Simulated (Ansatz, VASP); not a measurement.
**One calculation of Si, two programs**

The input POSCAR:

```
Si
1.0
    0.0835666450      2.7823368495      2.7823368495
    2.7823368495      0.0835666450      2.7823368495
    2.7823368495      2.7823368495      0.0835666450
Si
2
Direct
    0.0017269396      0.0017269396      0.0017269396
    0.2482730604      0.2482730604      0.2482730604
```

The input INCAR.step1:

```
ALGO = Normal
EDIFF = 1E-5
ENCUT = 520
GGA = PE
ISIF = 2
ISMEAR = 0
LASPH = T
LREAL = F
LWAVE = T
NBANDS = 11
NELM = 100
PREC = Accurate
SIGMA = 0.01
```

INCAR.step2

```
ALGO = Normal
EDIFF = 1E-6
ENCUT = 520
GGA = PE
HFSCREEN = 0.2079
ISIF = 2
ISMEAR = 0
ISTART = 1
LASPH = T
LCHARG = T
LELF = T
LHFCALC = T
LREAL = F
LVHAR = T
LWAVE = F
NBANDS = 11
NELM = 100
PREC = Accurate
PRECFOCK = Normal
SIGMA = 0.01
```

Contents of KPOINTS:

```
k-points
0
Gamma
  8 8 8
```

Input for Ansatz:

```yaml
crystal:
  lattice:
    - [0.083566645, 2.7823368495, 2.7823368495]
    - [2.7823368495, 0.083566645, 2.7823368495]
    - [2.7823368495, 2.7823368495, 0.083566645]
  atoms:
    - { symbol: Si, position: [0.0017269396, 0.0017269396, 0.0017269396] }
    - { symbol: Si, position: [0.2482730604, 0.2482730604, 0.2482730604] }
scf:
  occupations: { method: gaussian, width: 0.01 }
  n_extra_bands: 6
output:
  eigenvalues: true
  eigenstates:
    kpoints:
      - [0, 0, 0]
      - [0.38, 0, 0.38]
      - [0.4, 0, 0.4]
      - [0.42, 0, 0.42]
      - [0.44, 0, 0.44]
      - [0.46, 0, 0.46]
      - [0.5, 0.5, 0.5]
      - [0.5, 0, 0]
    e_range: [-3, 3]
hamiltonian:
  xc: hse06
kpoints:
  mp_grid: { grid: [8, 8, 8] }
```

Alike in both runs: task single point; functional HSE06; k mesh 8 × 8 × 8; occupations gaussian, width 0.01 eV; no spin polarisation.

|  | VASP | Ansatz |
| --- | --- | --- |
| version | VASP 6.6.1 | Ansatz 0.2.0 |
| potentials or method | VASP PAW PBE potentials, release 64 (Si) | scalar-relativistic, plane waves, PAW |
| plane-wave cutoff (eV) | 520 | 420 |
| valence electrons in the cell | 8 | 8 |

Ansatz gave:

| Quantity | Value |
| --- | --- |
| gap on the k mesh at the Fermi level (eV) | 0.96 |
| least direct gap on the mesh (eV) | 2.55 |

Task: Estimate VASP's values.

Result: gap on the k mesh at the Fermi level (eV): 0.97; least direct gap on the mesh (eV): 2.56.

 A k mesh can miss the band edges.
